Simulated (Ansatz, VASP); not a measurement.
## Two plane-wave programs on Al

The input INCAR:

```
SYSTEM = Al
PREC     = Accurate       ! precision mode
ENCUT    = 520            ! plane-wave cutoff, eV
EDIFF    = 1E-6           ! SCF threshold, eV
ISMEAR   = -1             ! smearing method
SIGMA    = 0.1            ! smearing width, eV
LREAL    = .False.        ! projectors in reciprocal space
LASPH    = .True.         ! aspherical terms in the spheres
NELM     = 60             ! most SCF steps
ALGO     = Normal         ! electronic algorithm
ISIF     = 2              ! what is computed and relaxed
LWAVE    = .False.        ! write WAVECAR
LCHARG   = .False.        ! write CHGCAR
GGA      = PS             ! functional
NBANDS   = 8              ! bands
```

Contents of KPOINTS:

```
regular mesh
0
Gamma
  22 22 22
  0 0 0
```

File POSCAR:

```
Al
1.0
    0.0000000000      2.0595228275      2.0595228275
    2.0595228275      0.0000000000      2.0595228275
    2.0595228275      2.0595228275      0.0000000000
Al
1
Direct
    0.0000000000      0.0000000000      0.0000000000
```

Input for Ansatz:

```yaml
crystal:
  lattice:
    - [0.0, 2.0595228275, 2.0595228275]
    - [2.0595228275, 0.0, 2.0595228275]
    - [2.0595228275, 2.0595228275, 0.0]
  atoms:
    - { symbol: Al, position: [0.0, 0.0, 0.0] }
hamiltonian:
  xc: pbesol
  pseudopotentials:
    kind: paw
    azcp:
      Al: "pseudopotentials/Al.paw.azcp"
basis:
  ecutwfc: 420
  fft_grid_basis: typed
kpoints:
  mp_grid: { grid: [22, 22, 22], shift: [0, 0, 0] }
magnetization:
  spin_polarized: false
scf:
  occupations: { method: fermi_dirac, width: 0.1 }
output:
  stress: true
```

Alike in both runs: task single point; functional PBEsol; k mesh 22 × 22 × 22; occupations fermi-dirac, width 0.1 eV; no spin polarisation.

|  | VASP | Ansatz |
| --- | --- | --- |
| version | VASP 6.6.1 | Ansatz 0.2.0 |
| potentials or method | VASP PAW PBE potentials, release 64 (Al) | plane waves (420 eV) with PAW, scalar-relativistic |
| plane-wave cutoff (eV) | 520 | 420 |
| valence electrons in the cell | 3 | 3 |

|  | VASP | Ansatz | Ansatz less VASP |
| --- | --- | --- | --- |
| pressure (GPa) | -5.2 | -5.3 | -0.04 |

Ansatz warned: «pseudo_functional_mismatch».

Caveats: the PAW data sets were made with another functional, which shifts forces and pressure a little (VASP).
